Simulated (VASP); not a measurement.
Runs of VASP 6.6.1 on MoSe2. It takes space group P6_3/mmc (No. 194, hexagonal). The conventional cell has a = 3.272 Å, b = 3.272 Å, c = 13.164 Å, α = 90.00°, β = 90.00°, γ = 120.00°. Mo (site symmetry -6m2) is surrounded by 6 Se at 2.52 Å. Around Se (site symmetry 3m) lie 3 Mo at 2.52 Å. 

| task | cell | gap on the mesh (eV) | pressure (GPa) | largest force (eV/Å) |
| --- | --- | --- | --- | --- |
| relaxation of shape and atoms at fixed volume | atoms relaxed at fixed volume from: a relaxed cell with its volume scaled by 0.98 | (a) | 0.6 | - |
| relaxation of cell and atoms | relaxed | 0.99 | 0.0 | - |
| relaxation of shape and atoms at fixed volume | atoms relaxed at fixed volume from: a relaxed cell with its volume scaled by 0.96 | 0.83 | 1.4 | 0.01 |
| relaxation of shape and atoms at fixed volume | atoms relaxed at fixed volume from: a relaxed cell with its volume scaled by 1.02 | 1.07 | -0.4 | 0.01 |
| relaxation of shape and atoms at fixed volume | atoms relaxed at fixed volume | 0.99 | 0.0 | - |

Alike in all rows: level PBEsol; potentials or basis VASP PAW PBE potentials, release 64 (Mo_sv, Se); no spin polarisation; k mesh 9 × 9 × 2; cutoff (eV) 600; smearing gaussian 0.03 eV.

Estimate the missing entries.

(a) 0.91.

Caveats: the PAW data sets were made with another functional, which shifts forces and pressure a little; an odd mesh through Γ misses points on the zone boundary, where band edges often lie; this functional lacks dispersion, which binds the layers, so the pressure and a relaxed spacing across them are unreliable; the relaxation stopped at its first step, so nothing moved (some runs).

A k mesh can miss the band edges, and the runs leave out spin-orbit coupling on Mo, Se.
